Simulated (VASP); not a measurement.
Ti:

```
Ti
1.0
     4.13000    0.00000    0.00000
     0.00000    4.13000    0.00000
     0.00000    0.00000    4.13000
Ti
4
Direct
  0.00000 0.00000 0.00000
  0.00000 0.50000 0.50000
  0.50000 0.00000 0.50000
  0.50000 0.50000 0.00000
```

The cell was built by a generator and needn't be a form met in nature.

```yaml
Program: VASP 6.6.1
Task: relaxation of cell and atoms
Functional: PBEsol
Potentials_or_basis: VASP PAW PBE potentials, release 64 (Ti_sv)
Cutoff: 600 eV
k_mesh: 5 × 5 × 5
Occupations: fermi-dirac, width 0.1 eV
Spin: no spin polarisation
```

At the start: pressure -5.7 GPa; volume 17.61 Å³/atom.

Problem. How do energy, volume and symmetry change on relaxing?

Solution. Over 3 steps the energy falls by 17.6 meV/atom and the volume is 16.66 Å³/atom (-5.4 %); space group Fm-3m (No. 225, to 0.05 Å).

The path:
```csv
step,energy change (eV),largest force (eV/Å),pressure (GPa),volume (Å³)
1,0.0000,0.0000,-5.67,70.44
2,-0.0405,0.0000,4.23,64.28
3,-0.0705,0.0000,-0.02,66.63
```

Final structure:
```cif
data_structure
_symmetry_space_group_name_H-M 'P 1'
_symmetry_Int_Tables_number 1
_cell_length_a 4.0540
_cell_length_b 4.0540
_cell_length_c 4.0540
_cell_angle_alpha 90.000
_cell_angle_beta 90.000
_cell_angle_gamma 90.000
_cell_volume 66.63
loop_
_atom_site_label
_atom_site_type_symbol
_atom_site_fract_x
_atom_site_fract_y
_atom_site_fract_z
_atom_site_occupancy
Ti1 Ti 0.00000 0.00000 0.00000 1
Ti2 Ti 0.00000 0.50000 0.50000 1
Ti3 Ti 0.50000 0.00000 0.50000 1
Ti4 Ti 0.50000 0.50000 0.00000 1
```

Caveat: the PAW data sets were made with another functional, which shifts forces and pressure a little.
